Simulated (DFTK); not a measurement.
## Ba in DFTK: convergence with k mesh

Crystal: Ba.

```
Ba
1.0
     4.34139    0.00000    0.00000
    -1.44713    4.09310    0.00000
    -1.44713   -2.04655    3.54473
Ba
1
Cartesian
  0.0000 0.0000 0.0000
```

```yaml
Program: DFTK 0.8.2
Task: convergence study
Functional: LDA
Potentials_or_basis: dojo.nc.sr.lda.v0_4_1.standard.upf (LDA)
Cutoff: 599 eV
k_mesh: 1 × 1 × 1
Occupations: fermi-dirac, width 0.02 eV
Spin: no spin polarisation
```

These are the settings of the first run; the series varies k mesh, with any setting tied to it.

Hardware: 1 thread of Intel(R) Xeon(R) Platinum 8259CL CPU @ 2.50GHz (Skylake/Cascade Lake), on a shared host.

```tsv
k mesh	energy less the tightest run, at zero smearing (meV/atom)	pressure (GPa)	gap on the mesh (eV)	SCF cycles
1 × 1 × 1	-2889.54	4.12	4.513	10
2 × 2 × 2	-648.27	-5.38	0.000	10
4 × 4 × 4	-0.22	-1.07	0.000	10
5 × 5 × 5	-4.97	-1.47	0.000	10
6 × 6 × 6	10.01	-1.12	0.000	10
7 × 7 × 7	3.71	-1.16	0.000	10
9 × 9 × 9	0.75	-1.23	0.000	10
10 × 10 × 10	0.00	-1.24	0.000	10
```

Against the tightest run, the energy stays within 1 meV/atom from 9 × 9 × 9 on; the pressure stays within 0.1 GPa from 7 × 7 × 7 on; the gap on the mesh stays within 0.01 eV from 2 × 2 × 2 on. Meshes of other sizes hit other points, so gaps and Fermi surfaces needn't settle smoothly. The tightest run that finished is the yardstick and may itself not be fully converged.

Caveat, for the tightest run too: this release of the barium file is off. The run has no spin-orbit coupling, so splittings on Ba are missing.
